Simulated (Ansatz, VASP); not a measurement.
# MgO in VASP and in Ansatz

File INCAR:

```
  PREC = Accurate
  ENCUT = 520
  EDIFF = 1E-7
  ISMEAR = 0
  SIGMA = 0.02
  LREAL = False
  LASPH = True
  NELM = 100
  ALGO = Fast
  ISIF = 2
  LWAVE = False
  LCHARG = False
  GGA = PE
  NBANDS = 16
```

Contents of KPOINTS:

```
regular mesh
0
Gamma
  9 9 6
```

Contents of POSCAR:

```
MgO
1.0
    3.3283283437      0.0000000000      0.0000000000
   -1.6641641719      2.8824168978      0.0000000000
    0.0000000000      0.0000000000      5.0885685902
Mg O
2 2
Direct
    0.3333333300      0.6666666700     -0.0279433228
    0.6666666700      0.3333333300      0.4720566772
    0.3333333300      0.6666666700      0.4325433228
    0.6666666700      0.3333333300      0.9325433228
```

Input for Ansatz:

```yaml
crystal:
  lattice:
    - [3.3283283437, 0.0, 0.0]
    - [-1.6641641719, 2.8824168978, 0.0]
    - [0.0, 0.0, 5.0885685902]
  atoms:
    - { symbol: Mg, position: [0.33333333, 0.66666667, -0.0279433228] }
    - { symbol: Mg, position: [0.66666667, 0.33333333, 0.4720566772] }
    - { symbol: O, position: [0.33333333, 0.66666667, 0.4325433228] }
    - { symbol: O, position: [0.66666667, 0.33333333, 0.9325433228] }
basis:
  ecutwfc: 420
kpoints:
  mp_grid: { grid: [9, 9, 6] }
hamiltonian:
  xc: pbe
scf:
  occupations: { method: gaussian, width: 0.02 }
output:
  forces: true
  stress: true
  eigenvalues: true
  populations: true
```

Alike in both runs: task single point; functional PBE; k mesh 9 × 9 × 6; occupations gaussian, width 0.02 eV; no spin polarisation.

|  | VASP | Ansatz |
| --- | --- | --- |
| version | VASP 6.6.1 | Ansatz 0.2.0 |
| potentials or method | VASP PAW PBE potentials, release 64 (Mg, O) | scalar-relativistic, plane waves, PAW |
| plane-wave cutoff (eV) | 520 | 420 |
| valence electrons in the cell | 16 | 32 |

```csv
,VASP,Ansatz,Ansatz less VASP
gap on the k mesh at the Fermi level (eV),2.88,2.90,+0.018
least direct gap on the mesh (eV),2.88,2.90,+0.018
pressure (GPa),0.9,1.3,+0.36
largest component of the traceless stress (GPa),11.17,11.06,-0.102
rms of the force components (eV/Å),0.292,0.288,-0.0032
```

Atom by atom the forces differ by 0.003 eV/Å (rms over components). The functional is the same, so the differences come from potentials, cutoffs and numerics. The two sets of potentials don't hold the same shells in valence.
